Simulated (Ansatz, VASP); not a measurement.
**One calculation of Al, two programs**

```xyz
1
Lattice="-1.6064 1.6064 1.7350 1.6064 -1.6064 1.7350 1.6064 1.6064 -1.7350" Properties=species:S:1:pos:R:3 pbc="T T T"
Al    0.0000    0.0000    0.0000
```

Change from the starting cell: strain +0.000 along x and y, +0.080 along z, atoms carried along.

Alike in both runs: task single point; functional PBEsol; k mesh 26 × 26 × 26; occupations gaussian, width 0.15 eV; no spin polarisation.

|  | VASP | Ansatz |
| --- | --- | --- |
| version | VASP 6.6.1 | Ansatz 0.2.0 |
| potentials or method | VASP PAW PBE potentials, release 64 (Al) | scalar-relativistic, plane waves, PAW |
| plane-wave cutoff (eV) | 520 | 420 |
| valence electrons in the cell | 3 | 3 |

|  | VASP | Ansatz | Ansatz less VASP |
| --- | --- | --- | --- |
| gap on the k mesh at the Fermi level (eV) | none | none | - |
| pressure (GPa) | -4.9 | -4.9 | -0.04 |
| largest component of the traceless stress (GPa) | 1.84 | 1.84 | -0.006 |

A gap of «none» marks a metal or a gap that the smearing closes.

Caveats: the PAW data sets were made with another functional, which shifts forces and pressure a little (VASP).
